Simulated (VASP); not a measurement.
# Al in VASP: further runs

Runs on Al. Level: PBE. Tasks: single point, relaxation of the atoms.

Everything below comes from runs of VASP 6.6.1. Logs are shortened: lines on timing, memory, paths and dates and some standing lists are left out, and cuts for length are marked.

**1. The slab as given**

The cell holds a slab with vacuum, 6 atoms: a = 2.856 Å, b = 2.856 Å, c = 26.660 Å, α = 90.00°, β = 90.00°, γ = 120.00°.

The slab is cut from a database's or a generator's crystal, which needn't be the stable form of the element.

**2. Single point, PBE**

The input, INCAR:

```
ALGO = Normal
DIPOL = 0.5 0.5 0.500
EDIFF = 1E-6
ENCUT = 520
GGA = PE
ICORELEVEL = 1
IDIPOL = 3
ISIF = 2
ISMEAR = 1
KPAR = 2
LASPH = T
LCHARG = F
LDIPOL = T
LREAL = F
LVACPOTAV = T
LVHAR = T
LWAVE = F
NELM = 80
PREC = Accurate
SIGMA = 0.1
```

The input, KPOINTS:

```
k-points
0
Gamma
  15 15 1
```

The input, POSCAR:

```
Al
1.0
    2.8562036900      0.0000000000      0.0000000000
   -1.4281018500      2.4735449600      0.0000000000
    0.0000000000      0.0000000000     26.6604027500
Al
6
Direct
    0.6666666700      0.3333333300      0.2813160800
    0.3333333300      0.6666666700      0.3687896500
    0.0000000000      0.0000000000      0.4562632200
    0.6666666700      0.3333333300      0.5437367800
    0.3333333300      0.6666666700      0.6312103500
    0.0000000000      0.0000000000      0.7186839200
```

Potentials or basis: VASP PAW PBE potentials, release 64 (Al).

Run with:

```sh
cat potpaw_PBE.64/Al/POTCAR > POTCAR
mpirun -np 2 vasp_std > vasp.out
```

OUTCAR:

```text
EDIFF = 1E-6
   ENCUT = 520
   GGA = PE
   ISIF = 2
   ISMEAR = 1
   LASPH = T
   LREAL = F
   NELM = 80
   PREC = Accurate

 ion  position               nearest neighbor table
   1  0.667  0.333  0.281-   2 2.86   2 2.86   2 2.86
   2  0.333  0.667  0.369-   1 2.86   3 2.86   1 2.86   3 2.86   3 2.86   1 2.86
   3  0.000  0.000  0.456-   4 2.86   4 2.86   4 2.86   2 2.86   2 2.86   2 2.86
   4  0.667  0.333  0.544-   3 2.86   3 2.86   3 2.86   5 2.86   5 2.86   5 2.86
   5  0.333  0.667  0.631-   4 2.86   6 2.86   4 2.86   6 2.86   6 2.86   4 2.86
   6  0.000  0.000  0.719-   5 2.86   5 2.86   5 2.86

  LATTYP: Found a hexagonal cell.
 ALAT       =     2.8562036900
 C/A-ratio  =     9.3342091964

  Lattice vectors:

 A1 = (   2.8562036900,   0.0000000000,   0.0000000000)
 A2 = (  -1.4281018500,   2.4735449600,   0.0000000000)
 A3 = (   0.0000000000,   0.0000000000,  26.6604027500)

Analysis of symmetry for initial positions (statically):
=====================================================================
 Subroutine PRICEL returns:
 Original cell was already a primitive cell.

 Routine SETGRP: Setting up the symmetry group for a
 hexagonal supercell.

 Subroutine GETGRP returns: Found 12 space group operations
 (whereof  6 operations were pure point group operations)
 out of a pool of 24 trial point group operations.

The static configuration has the point symmetry C_3v.
 The point group associated with its full space group is D_3d.

Analysis of symmetry for dynamics (positions and initial velocities):
=====================================================================
 Subroutine PRICEL returns:
 Original cell was already a primitive cell.

 Routine SETGRP: Setting up the symmetry group for a
 hexagonal supercell.

 Subroutine GETGRP returns: Found 12 space group operations
 (whereof  6 operations were pure point group operations)
 out of a pool of 24 trial point group operations.

The dynamic configuration has the point symmetry C_3v.
 The point group associated with its full space group is D_3d.

 Subroutine INISYM returns: Found 12 space group operations
 (whereof  6 operations are pure point group operations),
 and found     1 'primitive' translations

----------------------------------------------------------------------------------------

                                     Primitive cell

  volume of cell :     188.3544

  direct lattice vectors                    reciprocal lattice vectors
     2.856203690  0.000000000  0.000000000     0.350115086  0.202139039  0.000000000
[... 118 lines left out ...]
   LORBIT       =      0    0 simple, 1 ext, 2 COOP (PROOUT), +10 PAW based schemes
   GGA     = PE    functional components
   LHFCALC =     F    Hartree Fock is set to
   AEXX    =    0.0000 exact exchange contribution
   IVDW    =     0    specifies the selected vdW correction
   LEPSILON=     F    determine dielectric tensor
   LRPA    =     F    only Hartree local field effects (RPA)
 non-spin polarized calculation
 Methfessel and Paxton  Order N= 1 SIGMA  =   0.10
  energy-cutoff  :      520.00
  volume of cell :      188.35
 maximum number of plane-waves:      5107
 NGX is ok and might be reduce to    24
   NGX = 11   NGY = 11   NGZ = 99

 number of electron      18.0000000 magnetization

 dipolmoment           0.000000      0.000000      0.000000 electrons x Angstroem

 Free energy of the ion-electron system (eV)
  ---------------------------------------------------
  ext. energy  EPLUGINS =         0.00000000
  ---------------------------------------------------
  free energy    TOTEN  =       -21.75525573 eV

  energy without entropy =      -21.75528264  energy(sigma->0) =      -21.75526470

 the core state eigenenergies are
   1-  1s  -1503.9412  2s   -101.1235  2p    -62.5862
   2-  1s  -1503.8394  2s   -101.0752  2p    -62.5342
   3-  1s  -1503.8684  2s   -101.0940  2p    -62.5535
   4-  1s  -1503.8684  2s   -101.0940  2p    -62.5535
   5-  1s  -1503.8394  2s   -101.0752  2p    -62.5342
   6-  1s  -1503.9412  2s   -101.1235  2p    -62.5862

 E-fermi :   2.3251     XC(G=0):  -6.0423

 val. band max:        2.3055054279   @ k =   0.4000   0.1333   0.0000
 cond. band min:       2.3693362318   @ k =   0.2667   0.2000   0.0000
 fundamental gap:      0.0638308039
 Fermi energy:         2.3251120358

 k-point     1 :       0.0000    0.0000    0.0000
  band No.  band energies     occupation
      1      -8.6455      2.00000
      2      -8.1394      2.00000
      3      -7.3180      2.00000
      4      -6.2083      2.00000
      5      -4.8110      2.00000
      6      -3.1280      2.00000
      7      -1.4006      2.00000
      8       0.6853      2.00000
      9       2.7857     -0.00000
     10       4.6852      0.00000
     11       5.8014      0.00000
     12       6.7231      0.00000
     13       6.9073      0.00000
[... 354 lines left out ...]
  band No.  band energies     occupation
      1      -2.0431      2.00000
      2      -2.0395      2.00000
      3      -1.5995      2.00000
      4      -1.5177      2.00000
      5      -0.8448      2.00000
      6      -0.7382      2.00000
      7       0.0134      2.00000
      8       0.5437      2.00000
      9       1.6282      2.00000
     10       1.8265      2.00000
     11       2.4895     -0.04209
     12       2.6624     -0.00002
     13       3.2050     -0.00000

 [... further k-points ...]
[... 5 lines left out ...]
  --------------------------------------------------------------------------------------
  -------------------------------------------------------------------------------------
  Total       -1.2008122     -1.2008122      0.5947167      0.0000000      0.0000000     -0.0000000
  in kB      -10.2143327    -10.2143327      5.0587708      0.0000000      0.0000000     -0.0000000
  external PRESSURE =      -5.1232982 kB  Pullay stress =       0.0000000 kB

 VOLUME and BASIS-vectors are now :
 -----------------------------------------------------------------------------
  energy-cutoff  :      520.00
  volume of cell :      188.35
      direct lattice vectors                 reciprocal lattice vectors
     2.856203690  0.000000000  0.000000000     0.350115086  0.202139039  0.000000000
    -1.428101850  2.473544960  0.000000000     0.000000000  0.404278077  0.000000000
     0.000000000  0.000000000 26.660402750     0.000000000  0.000000000  0.037508811

 POSITION                                       TOTAL-FORCE (eV/Angst)
 -----------------------------------------------------------------------------------
      1.42810      0.82451      7.50000        -0.000000      0.000000     -0.056003
     -0.00000      1.64903      9.83208        -0.000000      0.000000      0.006743
      0.00000      0.00000     12.16416         0.000000     -0.000000      0.001530
      1.42810      0.82451     14.49624        -0.000000      0.000000     -0.001530
     -0.00000      1.64903     16.82832         0.000000      0.000000     -0.006743
      0.00000      0.00000     19.16040         0.000000     -0.000000      0.056003
 -----------------------------------------------------------------------------------
    total drift:                                0.000000     -0.000000      0.000000

  FREE ENERGIE OF THE ION-ELECTRON SYSTEM (eV)
  ---------------------------------------------------
  free  energy   TOTEN  =       -21.7552557265 eV

  energy  without entropy=      -21.7552826419  energy(sigma->0) =      -21.75526470

 vacuum level on the upper side and lower side of the slab         6.364         6.364
```

OSZICAR:

```text
N       E                     dE             d eps       ncg     rms          rms(c)
DAV:   1     0.512992805274E+02    0.51299E+02   -0.59734E+03   702   0.102E+03
DAV:   2    -0.186057377222E+02   -0.69905E+02   -0.65662E+02   965   0.148E+02
DAV:   3    -0.223387426263E+02   -0.37330E+01   -0.35759E+01  1003   0.330E+01
DAV:   4    -0.224549057272E+02   -0.11616E+00   -0.11595E+00  1040   0.720E+00
[... 13 lines left out ...]
DAV:  18    -0.217551829292E+02   -0.77147E-05   -0.84338E-07   662   0.496E-03    0.379E-03
DAV:  19    -0.217552487209E+02   -0.65792E-04   -0.10752E-05   709   0.956E-03    0.171E-03
DAV:  20    -0.217552504512E+02   -0.17303E-05   -0.13512E-07   531   0.243E-03    0.117E-03
DAV:  21    -0.217552553327E+02   -0.48815E-05   -0.60503E-07   592   0.238E-03    0.279E-04
DAV:  22    -0.217552557265E+02   -0.39381E-06   -0.21760E-08   486   0.821E-04
   1 F= -.21755256E+02 E0= -.21755265E+02  d E =0.269154E-04
```

stdout:

```text
POSCAR found type information on POSCAR Al
 POSCAR found :  1 types and       6 ions
 scaLAPACK will be used
 LDA part: xc-table for (Slater+PW92), standard interpolation
 POSCAR, INCAR and KPOINTS ok, starting setup
 FFT: planning ... GRIDC
 FFT: planning ... GRID_SOFT
 FFT: planning ... GRID
 WAVECAR not read
 entering main loop
 -----------------------------------------------------------------------------
|                                                                             |
|           W    W    AA    RRRRR   N    N  II  N    N   GGGG   !!!           |
|           W    W   A  A   R    R  NN   N  II  NN   N  G    G  !!!           |
|           W    W  A    A  R    R  N N  N  II  N N  N  G       !!!           |
|           W WW W  AAAAAA  RRRRR   N  N N  II  N  N N  G  GGG   !            |
|           WW  WW  A    A  R   R   N   NN  II  N   NN  G    G                |
|           W    W  A    A  R    R  N    N  II  N    N   GGGG   !!!           |
|                                                                             |
|     Did not find any points to average over, which means that no vacuum     |
|     field-free region was found. Please increase the size of  your cell     |
|     in the dimension of the dipole correction to obtain accurate            |
|     workfunction values.                                                    |
|                                                                             |
 -----------------------------------------------------------------------------
```

It took 1.7 min on 2 MPI ranks of Intel Xeon Platinum 8375C at 2.90GHz (Ice Lake), shared host; peak memory 0.32 GiB.

What came out:

* Free energy: -21.7553 eV
* Largest force: 0.056 eV/Å
* Band gap on the k mesh: none (metal or under the smearing width)
* Work function of the upper face: 4.04 eV
* Work function of the lower face: 4.04 eV

Forces on the atoms (eV/Å):
```
Al   0.000  0.000 -0.056
Al   0.000  0.000  0.007
Al   0.000  0.000  0.002
Al   0.000  0.000 -0.002
Al   0.000  0.000 -0.007
Al   0.000  0.000  0.056
```

Core levels (eV, on the scale of the bands):
| atom | levels |
| --- | --- |
| 1 Al | 1s -1503.9, 2s -101.1, 2p -62.6 |
| 2 Al | 1s -1503.8, 2s -101.1, 2p -62.5 |
| 3 Al | 1s -1503.9, 2s -101.1, 2p -62.6 |
| 4 Al | 1s -1503.9, 2s -101.1, 2p -62.6 |
| 5 Al | 1s -1503.8, 2s -101.1, 2p -62.5 |
| 6 Al | 1s -1503.9, 2s -101.1, 2p -62.6 |

**3. Relaxation of the atoms, PBE**

The input, INCAR:

```
  PREC = Accurate
  ENCUT = 520
  EDIFF = 1E-6
  ISMEAR = 1
  SIGMA = 0.1
  LREAL = False
  LASPH = True
  NELM = 80
  ALGO = Normal
  ISIF = 2
  LWAVE = False
  LCHARG = False
  LDIPOL = True
  IDIPOL = 3
  DIPOL = 0.5 0.5 0.500
  GGA = PE
  IBRION = 2
  NSW = 80
  EDIFFG = -0.02
  KPAR = 2
```

The input, KPOINTS:

```
Automatic mesh
0
Gamma
  15 15 1
```

POSCAR is that of step 2.

Potentials or basis: VASP PAW PBE potentials, release 64 (Al).

Run with:

```sh
cat potpaw_PBE.64/Al/POTCAR > POTCAR
mpirun -np 2 vasp_std > vasp.out
```

It took 4.9 min on 2 MPI ranks of Intel Xeon Platinum 8375C at 2.90GHz (Ice Lake), shared host; peak memory 0.34 GiB.

It converged, with:

```yaml
Free_energy: -21.7573 eV
Energy_gained_by_relaxing: 0.3 meV/atom
Ionic_steps: 8
Largest_force_after_relaxing: 0.007 eV/Å
Band_gap_on_the_k_mesh: none (metal or under the smearing width)
```

Forces in eV/Å, atoms in the order of the input:
```
Al   0.000  0.000 -0.002
Al   0.000  0.000 -0.004
Al   0.000  0.000 -0.007
Al   0.000  0.000  0.007
Al   0.000  0.000  0.004
Al   0.000  0.000  0.002
```

Step by step:
```tsv
step	energy change (eV)	largest force (eV/Å)	pressure (GPa)
1	0.0000	0.0560	-0.51
2	-0.0003	0.0478	-0.53
3	-0.0008	0.0278	-0.57
4	-0.0006	0.0752	-0.65
5	-0.0009	0.0462	-0.60
6	-0.0013	0.0354	-0.62
7	-0.0017	0.0369	-0.68
8	-0.0020	0.0070	-0.70
```

Final structure:
```yaml
crystal:
  lattice:
    - [2.85620, 0.00000, 0.00000]
    - [-1.42810, 2.47354, 0.00000]
    - [0.00000, 0.00000, 26.66040]
  atoms:
    - { symbol: Al, position: [0.66667, 0.33333, 0.27998] }
    - { symbol: Al, position: [0.33333, 0.66667, 0.36819] }
    - { symbol: Al, position: [0.00000, 0.00000, 0.45609] }
    - { symbol: Al, position: [0.66667, 0.33333, 0.54391] }
    - { symbol: Al, position: [0.33333, 0.66667, 0.63181] }
    - { symbol: Al, position: [0.00000, 0.00000, 0.72002] }
```

Levels at points of the mesh, in eV from the Fermi level:
```tsv
k point	band 5	band 6	band 7	band 8	band 9	band 10	band 11	band 12
(0.00, 0.00, 0.00)	-7.15	-5.49	-3.75	-1.69	0.39	2.30	3.40	4.33
```

**4. Single point, PBE**

The input, INCAR:

```
ALGO = Normal
DIPOL = 0.5 0.5 0.500
EDIFF = 1E-6
ENCUT = 520
GGA = PE
ICORELEVEL = 1
IDIPOL = 3
ISIF = 2
ISMEAR = 1
KPAR = 2
LASPH = T
LCHARG = F
LDIPOL = T
LREAL = F
LVACPOTAV = T
LVHAR = T
LWAVE = F
NELM = 80
PREC = Accurate
SIGMA = 0.1
```

The input, KPOINTS:

```
k-points
0
Gamma
  15 15 1
```

The input, POSCAR:

```
Al                                      
1.0
    2.8562036900      0.0000000000      0.0000000000
   -1.4281018500      2.4735449600      0.0000000000
    0.0000000000      0.0000000000     26.6604027500
  Al            
     6
Direct
     0.6666666699999979    0.3333333300000021    0.2799843252038571
     0.3333333300000021    0.6666666699999979    0.3681853227995546
     1.0000000000000000    1.0000000000000000    0.4560855486874447
     0.6666666699999979    0.3333333300000021    0.5439144513125552
     0.3333333300000021    0.6666666699999979    0.6318146772004455
     1.0000000000000000    1.0000000000000000    0.7200156747961429
```

Run with:

```sh
cat potpaw_PBE.64/Al/POTCAR > POTCAR
mpirun -np 2 vasp_std > vasp.out
```

Run time: 2.2 min. Hardware: 2 MPI ranks of Intel Xeon Platinum 8375C at 2.90GHz (Ice Lake), shared host; peak memory 0.31 GiB.

The run converged. Its results:

| Quantity | Value |
| --- | --- |
| Free energy | -21.7573 eV |
| Largest force | 0.007 eV/Å |
| Band gap on the k mesh | none (metal or under the smearing width) |
| Work function of the upper face | 4.01 eV |
| Work function of the lower face | 4.01 eV |

Forces in eV/Å, atoms in the order of the input:
```
Al   0.000  0.000 -0.002
Al   0.000  0.000 -0.004
Al   0.000  0.000 -0.007
Al   0.000  0.000  0.007
Al   0.000  0.000  0.004
Al   0.000  0.000  0.002
```

Levels at points of the mesh, in eV from the Fermi level:
```csv
k point,band 6,band 7,band 8,band 9,band 10,band 11
"(0.00, 0.00, 0.00)",-5.49,-3.75,-1.69,0.39,2.30,3.44
```

Core levels (eV, on the scale of the bands):
```tsv
atom	levels
1 Al	1s -1503.9, 2s -101.1, 2p -62.6
2 Al	1s -1503.8, 2s -101.1, 2p -62.5
3 Al	1s -1503.9, 2s -101.1, 2p -62.5
4 Al	1s -1503.9, 2s -101.1, 2p -62.5
5 Al	1s -1503.8, 2s -101.1, 2p -62.5
6 Al	1s -1503.9, 2s -101.1, 2p -62.6
```
